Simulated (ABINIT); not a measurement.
Runs of ABINIT 10.8.3 (patched build) on Ru. Symmetry: P6_3/mmc, No. 194, hexagonal system. Conventional cell: a = 2.706 Å, b = 2.706 Å, c = 4.282 Å, α = 90.00°, β = 90.00°, γ = 120.00°. Around Ru (site symmetry -6m2) lie 12 Ru at 2.65 to 2.71 Å. 

```tsv
task	level	potentials or basis	cell	cutoff (eV)	cell freedom (optcell)	cutoff smearing ecutsm (Ha)	optimiser (ionmov)	force stop (Ha/bohr)	fine-grid cutoff	gap on the mesh (eV)	pressure (GPa)
band structure	BP86	PseudoDojo NC SR PBE v0.4.1 standard	as given	1143	-	-	-	-	-	none	6.8
relaxation of cell and atoms	PBE+D3	JTH PAW PBE v2.0	relaxed to 5 GPa	408	1	0.5	2	0.0001	816.342 eV	none	5.0
relaxation of cell and atoms	RPBE	JTH PAW PBE v2.0	relaxed to 10 GPa	408	2	0.5	2	5e-05	816.342 eV	none	10.0
band structure	LDA	PseudoDojo NC SR LDA v0.4 stringent	as given	1197	-	-	-	-	-	none	(a)
```

Alike in all rows: no spin polarisation; k mesh 11 × 11 × 6; smearing fermi-dirac 0.05 eV.

Estimate the missing entries.

(a) -11.6.

Caveats: the potentials were made for another functional, which shifts forces and pressure (some runs); pairwise dispersion overbinds metals, which lowers pressure and volume (some runs); the PAW data sets were made with another functional, which shifts forces and pressure a little (some runs).

A k mesh can miss the band edges, and the runs leave out spin-orbit coupling on Ru.

A gap of «none» marks a metal or a gap under the smearing width.
